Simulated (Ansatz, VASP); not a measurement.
# MnGa4 in two plane-wave programs, part 3 of 3

Wanted: the spread between two codes on one cell, functional and k mesh.

VASP 6.6.1 and Ansatz 0.2.0.

So far. Step 2 (VASP: relaxation of cell and atoms, r2SCAN): Experiment finds antiferromagnetic order in this phase (below 393 K, arxiv:1802.03256), so this ferromagnetic run describes another state. SCAN-type functionals tend to overstate the moments of itinerant magnets. Step 4 (Differences): The walks stopped with 0.04 GPa left in Ansatz and 0.06 GPa in VASP; each walk ends within a tolerance, so the volume difference is uncertain by about these residues over the bulk modulus, most in soft cells.

## Step 5: Ansatz: relaxation of cell and atoms, r2SCAN with rVV10

Level of this step: Ansatz beside VASP: Kohn-Sham DFT, plane waves, r2SCAN with rVV10 (Ansatz).

The relaxed volume is the usual yardstick between codes: its relative difference is about their pressure difference at one cell divided by the bulk modulus.

input.yaml

```yaml
crystal:
  lattice:
    - [-2.77186439, 2.77186439, 2.77186439]
    - [2.77186439, -2.77186439, 2.77186439]
    - [2.77186439, 2.77186439, -2.77186439]
  atoms:
    - { symbol: Mn, position: [0.0, 0.0, 0.0], spin: 0.37 }
    - { symbol: Ga, position: [0.0, 0.0, 0.5], spin: -0.01 }
    - { symbol: Ga, position: [0.0, 0.5, 0.0], spin: -0.01 }
    - { symbol: Ga, position: [0.5, 0.0, 0.0], spin: -0.01 }
    - { symbol: Ga, position: [0.5, 0.5, 0.5], spin: -0.01 }
hamiltonian:
  xc: r2scan
  pseudopotentials: { kind: paw }
  dispersion: rvv10
magnetization:
  spin_polarized: true
kpoints:
  mp_grid: { grid: [6, 6, 6] }
scf:
  occupations: { method: fermi_dirac, width: 0.05 }
relax:
  f_tol: 0.01
  max_steps: 60
  cell: { stress_tol: 0.05 }
output:
  forces: true
  stress: true
```

On the command line:

```sh
$ ansatz run input.yaml --threads 4 --pin off --max-ram 9216MiB --backend cpu --events-out ev --progress --plain --runs-dir out
```

Numbers of over 12 decimals in the logs are rounded to 6 here.

The log of the run:

```text
[...]
Crystal: 5 atoms, lattice volume = 85.188 Å³
Basis set: ecut = 500 eV, 2171 PW (Γ), exchange–correlation on 160×160×160 points (64 copies of the dense FFT grid, shifted against one another)
Bands: 41, of which v1, the nominal top of the filled ones, is band 34 counted from 1 (33 counted from 0)
Symmetry: 48 space group operations
[...]
cell:  # Å, volume = 84.4227 Å³
    - [-2.763545, 2.763545, 2.763545]
    - [2.763545, -2.763545, 2.763545]
    - [2.763545, 2.763545, -2.763545]
  atoms:
    - { symbol: Mn, position: [0, 0, 0] }
    - { symbol: Ga, position: [0.0, 0.0, 0.5] }
    - { symbol: Ga, position: [0.0, 0.5, 0.0] }
    - { symbol: Ga, position: [0.5, 0.0, 0.0] }
    - { symbol: Ga, position: [0.5, 0.5, 0.5] }
[key lines of the parts left out:]
SCF converged after 14 iterations
Magnetization: 0.8163 μB (33.9082 up, 33.0918 down)
Free energy (F): -19060.144949 eV
Fermi energy:    11.214016 eV
P = ⅓ Tr σ = -0.0016 GPa (-0.016 kbar)
```

The job ended after 33 s (4 threads of Arm Neoverse V1, shared host; peak memory 0.82 GiB).

## Step 6: VASP: relaxation of cell and atoms, r2SCAN with rVV10

The same cell, functional, mesh and smearing now go to VASP, with its own data sets and cutoff.

INCAR

```
SYSTEM = MnGa4
PREC = Accurate
ENCUT = 520
EDIFF = 1E-06
NELM = 100
ISMEAR = -1
SIGMA = 0.05
LREAL = .FALSE.
ALGO = Normal
METAGGA = R2SCAN
LUSE_VDW = .TRUE.
IVDW_NL = 2
BPARAM = 11.95
CPARAM = 0.0093
LASPH = .TRUE.
NBANDS = 43
ISPIN = 2
MAGMOM = 0.37 -0.01 -0.01 -0.01 -0.01
LMAXMIX = 4
LORBIT = 11
LWAVE = .FALSE.
LCHARG = .FALSE.
KPAR = 8
IBRION = 2
NSW = 60
ISIF = 3
EDIFFG = -0.01
```

POSCAR

```
MnGa4
1.0
   -2.7718643900      2.7718643900      2.7718643900
    2.7718643900     -2.7718643900      2.7718643900
    2.7718643900      2.7718643900     -2.7718643900
Mn Ga
1 4
Direct
    0.0000000000      0.0000000000      0.0000000000
    0.0000000000      0.0000000000      0.5000000000
    0.0000000000      0.5000000000      0.0000000000
    0.5000000000      0.0000000000      0.0000000000
    0.5000000000      0.5000000000      0.5000000000
```

KPOINTS

```
Automatic mesh
0
Gamma
6 6 6
0 0 0
```

The projector-augmented-wave data sets are Mn_pv and Ga_d (PBE family, release 64).

On the command line:

```sh
$ mpirun -np 8 vasp_std
```

The log of the run:

```text
[banner, memory and clock lines left out]
running    8 mpi-ranks, on    1 nodes
[...]
[... a notice as in an earlier step ...]

|                                                                             |
|               ----> ADVICE to this user running VASP <----                  |
|                                                                             |
|     You have switched on vdW-DFT.                                           |
|     This routine was written and supplied by Jiri Klimes. We recommend      |
|     that you carefully read and cite the following publications:            |
|       J. Klimes, D.R. Bowler, A. Michelides                                 |
|          J. Phys.: Cond Matt. 22 022201 (2010)                              |
|       J. Klimes, D.R. Bowler, A. Michelides                                 |
|          Phys. Rev. B. 83, 195131 (2011)                                    |
|     and references therein.                                                 |
[...]
Total rVV10 correction in eV:      1.9284070    70.6803155
Total rVV10 correction in eV:      1.9284070    70.6803155
Total rVV10 correction in eV:      1.9284070    70.6803155
DAV:  10    -0.592018806275E+02   -0.29145E-06   -0.22625E-07  1436   0.345E-03
Total rVV10 correction in eV:      1.9284074    70.6803155
Total rVV10 correction in eV:      1.9284074    70.6803155
Total rVV10 correction in eV:      1.9284074    70.6803155
Total rVV10 correction in eV:      1.9284074    70.6803155
Total rVV10 correction in eV:      1.9284074    70.6803155
Total rVV10 correction in eV:      1.9284074    70.6803155
Total rVV10 correction in eV:      1.9284074    70.6803155
Total rVV10 correction in eV:      1.9284074    70.6803155
Total rVV10 correction in eV:      1.9284071    70.6803155
Total rVV10 correction in eV:      1.9284071    70.6803155
Total rVV10 correction in eV:      1.9284071    70.6803155
Total rVV10 correction in eV:      1.9284071    70.6803155
Total rVV10 correction in eV:      1.9284071    70.6803155
Total rVV10 correction in eV:      1.9284071    70.6803155
Total rVV10 correction in eV:      1.9284071    70.6803155
Total rVV10 correction in eV:      1.9284071    70.6803155
   3 F= -.59201881E+02 E0= -.59192973E+02  d E =-.199444E-02  mag=     0.8143
[...]
reached required accuracy - stopping structural energy minimisation
```

From OUTCAR (step 6):

```text
  Total        0.0265503      0.0265503      0.0265503      0.0000000     -0.0000000      0.0000000
  in kB        0.5037630      0.5037630      0.5037630      0.0000000     -0.0000000      0.0000000
  external PRESSURE =       0.5037630 kB  Pullay stress =       0.0000000 kB

 POSITION                                       TOTAL-FORCE (eV/Angst)
 -----------------------------------------------------------------------------------
      0.00000      0.00000     -0.00000         0.000000     -0.000000     -0.000000
      1.38187      1.38187     -1.38187         0.000000      0.000000     -0.000000
      1.38187     -1.38187      1.38187        -0.000000      0.000000      0.000000
     -1.38187      1.38187      1.38187        -0.000000     -0.000000      0.000000
      1.38187      1.38187      1.38187         0.000000      0.000000     -0.000000
 -----------------------------------------------------------------------------------
    total drift:                               -0.000000     -0.000000      0.000000

  FREE ENERGIE OF THE ION-ELECTRON SYSTEM (eV)
  ---------------------------------------------------
  free  energy   TOTEN  =       -59.2018806275 eV

  energy  without entropy=      -59.1840644152  energy(sigma->0) =      -59.19297252

 magnetization (x)
# of ion       s       p       d       tot
------------------------------------------
    1        0.004  -0.001   1.120   1.123
    2       -0.014  -0.036  -0.004  -0.053
    3       -0.014  -0.036  -0.004  -0.053
    4       -0.014  -0.036  -0.004  -0.053
    5       -0.014  -0.036  -0.004  -0.053
--------------------------------------------------
tot         -0.051  -0.144   1.104   0.909

[... 2 parts as in an earlier step ...]

[... 2 further parts left out ...]
[key lines of the parts left out:]
E-fermi :   6.2309
```

## Step 7: Differences

Compared:

| quantity | Ansatz | VASP | difference |
| --- | --- | --- | --- |
| volume (Å³) | 84.42 | 84.44 | -0.02 % |
| edge a after relaxation, in the typed setting (Å) | 4.787 | 4.787 | -0.01 % |
| total moment (μB) | 0.82 | 0.81 | 0.00 |
| moment on Mn1 (μB) | 1.10 | 1.12 | -0.03 |
| moment on Ga2 (μB) | -0.03 | -0.05 | +0.02 |
| moment on Ga3 (μB) | -0.03 | -0.05 | +0.02 |
| moment on Ga4 (μB) | -0.03 | -0.05 | +0.02 |
| moment on Ga5 (μB) | -0.03 | -0.05 | +0.02 |

The walks stopped with 0.00 GPa left in Ansatz and 0.05 GPa in VASP; each walk ends within a tolerance, so the volume difference is uncertain by about these residues over the bulk modulus, most in soft cells.

## Step 8: Outcome

```json
{
 "difference in volume (relaxation of cell and atoms, r2SCAN)": "-0.066 %",
 "difference in volume (relaxation of cell and atoms, r2SCAN with rVV10)": "-0.022 %"
}
```

The difference in volume is -0.066 % (relaxation of cell and atoms, r2SCAN), within the 1.2 % picked in this series as the mark of a large difference, as far as the stopping tolerances let one tell. Such differences can come from data sets, numerical settings and the points named under the comparisons, not from the functional's error against experiment.

[Lines on the potential files, build, host, timing and source positions are cut from VASP's logs without a mark.]

[Logs are printed without paths, hosts, clocks, repeated set-up lines and the standing remarks that a program may print on its own settings, such as how far it seeks lower states.]

[Hosts, paths, dates, database ids (printed as entryN), source tags and the programs' standing remarks are cut or masked in the printed files.]
